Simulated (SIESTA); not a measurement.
Runs of SIESTA 5.4.2 on SnO. Symmetry: P4/nmm, No. 129, tetragonal system. Conventional cell: a = 3.814 Å, b = 3.814 Å, c = 4.887 Å, α = 90.00°, β = 90.00°, γ = 90.00°. Around Sn (site symmetry 4mm) lie 4 O at 2.23 Å. O (site symmetry -4m2) is surrounded by 4 Sn at 2.23 Å. The cell is a database's computed one.

```tsv
task	level	potentials or basis	gap on the mesh (eV)	pressure (GPa)	largest force (eV/Å)
band structure	LDA	PseudoDojo 0.4 standard (LDA files), DZP (energy shift 0.003 Ry; two zetas on semicore shells)	0.45	-0.5	0.31
band structure	PBE	PseudoDojo 0.4 standard (PBE files), DZP (energy shift 0.003 Ry; two zetas on semicore shells)	0.37	6.7	0.95
band structure	PBEsol	PseudoDojo 0.4 standard (PBEsol files), DZP (energy shift 0.003 Ry; two zetas on semicore shells)	(b)	2.5	0.64
band structure	BLYP	PseudoDojo 0.4 standard (PBE files), DZP (energy shift 0.003 Ry; two zetas on semicore shells)	0.58	(a)	1.18
band structure	vdW-DF-cx	PseudoDojo 0.4 standard (PBE files), DZP (energy shift 0.003 Ry; two zetas on semicore shells)	0.41	3.9	0.85
band structure	AM05	PseudoDojo 0.4 standard (PBEsol files), DZP (energy shift 0.003 Ry; two zetas on semicore shells)	0.39	3.0	0.60
```

Alike in all rows: no spin polarisation; cell as given; k mesh 7 × 7 × 6; smearing fermi-dirac 0.05 eV; grid cutoff 800 Ry; energy shift 0.003 Ry.

Task: Estimate the missing entries.

Result: (a) 11.6; (b) 0.36.

Caveats: spin-orbit coupling is left out, which moves the levels of the heavy elements; the mesh misses the band edges, which the band path finds closer together; the basis of atomic orbitals isn't converged, which shifts pressures, moduli and gaps; the potentials were made for another functional, which shifts forces and pressure (some runs).

A k mesh can miss the band edges, and the runs leave out spin-orbit coupling on Sn.
